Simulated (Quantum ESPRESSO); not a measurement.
GaAs:

```
As Ga
1.0
     0.00000    2.82685    2.82685
     2.82685    0.00000    2.82685
     2.82685    2.82685    0.00000
As Ga
1 1
Direct
  0.75000 0.75000 0.75000
  0.00000 0.00000 0.00000
```

Base run:

- Program: Quantum ESPRESSO 7.5
- Functional: optB88-vdW
- Potentials or basis: PseudoDojo 0.4.1 SR PBE standard
- Cutoff: 1143 eV
- Density cutoff: 4572 eV
- k mesh: 8 × 8 × 8
- Occupations: fermi-dirac, width 0.05 eV
- Spin: no spin polarisation

Its results: band gap on the k mesh 0.30 eV, direct; pressure 2.1 GPa.

**Question.** The run is repeated on the same cell with these changes: functional from optB88-vdW to PBE. What comes out?

**Answer.** Band gap on the k mesh 0.52 eV, direct; pressure 3.4 GPa.

Caveats: the potentials were made for another functional, which shifts forces and pressure (some runs).

Not every run made on this cell is shown here.
